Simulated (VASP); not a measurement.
Wanted: the native input for a VASP 6.6.1 run.

```
Task                   : single point
Functional             : PBE
Potentials or basis    : VASP PAW PBE potentials, release 64 (Ta_sv_GW, N_GW)
Cutoff                 : 450 eV
k mesh                 : 7 × 7 × 7
Occupations            : gaussian, width 0.02 eV
Spin                   : no spin polarisation
Further INCAR settings : ALGO = Normal; EDIFF = 1e-07; NBANDS = 16
```

The structure of TaN lies in POSCAR:

```
TaN
1.0
    0.0000000000      2.2113230000      2.2113230000
    2.2113230000      0.0000000000      2.2113230000
    2.2113230000      2.2113230000      0.0000000000
Ta N
1 1
Direct
    0.5000000000      0.5000000000      0.5000000000
    0.0000000000      0.0000000000      0.0000000000
```

The cell comes from a database or a generator and needn't be the stable form of this composition.

These files were run (other wordings do the same):

INCAR

```
PREC = Accurate
ENCUT = 450
EDIFF = 1E-7
ISMEAR = 0
SIGMA = 0.02
LREAL = F
LASPH = T
NELM = 60
ALGO = Normal
ISIF = 2
LWAVE = F
LCHARG = T
GGA = PE
LELF = T
LVHAR = T
NBANDS = 16
```

KPOINTS

```
regular mesh
0
Gamma
  7 7 7
```

Potentials or basis: VASP PAW PBE potentials, release 64 (Ta_sv_GW, N_GW).

Run with:

```sh
$ cat potpaw_PBE.64/Ta_sv_GW/POTCAR potpaw_PBE.64/N_GW/POTCAR > POTCAR
$ mpirun -np 1 vasp_std > vasp.out
```

Results of the run:

```
Band gap on the k mesh : none (metal or under the smearing width)
```

It took 8.9 s on 1 thread of Intel(R) Xeon(R) Platinum 8488C (Sapphire Rapids) (shared host), peak memory 0.14 GiB.
